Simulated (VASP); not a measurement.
**Tb: equation of state with PBE**

The system is Tb.

```xyz
1
Lattice="0.0000 2.5200 2.5200 2.5200 0.0000 2.5200 2.5200 2.5200 0.0000" Properties=species:S:1:pos:R:3 pbc="T T T"
Tb    0.0000    0.0000    0.0000
```

This isn't the form of Tb at room conditions, which is hcp.

```json
{
  "Program": "VASP 6.6.1",
  "Task": "equation of state",
  "Functional": "PBE",
  "Potentials or basis": "VASP PAW PBE potentials, release 64 (Tb)",
  "Cutoff": "520 eV",
  "k mesh": "9 × 9 × 9",
  "Occupations": "fermi-dirac, width 0.05 eV",
  "Spin": "collinear spin, ferromagnetic start",
  "Starting moments": "[6.0] μB",
  "Further INCAR settings": "ALGO = Normal; EDIFF = 1e-07; NBANDS = 20"
}
```

```json
{
  "Equilibrium volume": "32.13 Å³/atom",
  "Bulk modulus": "27 GPa",
  "Pressure derivative of the bulk modulus": "3.8"
}
```

Energy against volume, from the lowest point:
```tsv
volume (Å³/atom)	energy (meV/atom)
30.084	12.02
30.724	5.47
31.365	1.53
32.005	0.00
32.645	0.65
33.285	3.24
33.925	7.66
```

All runs of the series together: 12 min on 1 thread of Intel(R) Xeon(R) Platinum 8488C (Sapphire Rapids) (shared host).

Caveat: the magnetic or orbital state may not be the lowest. The state reached can hang on the start; a lower one may exist.
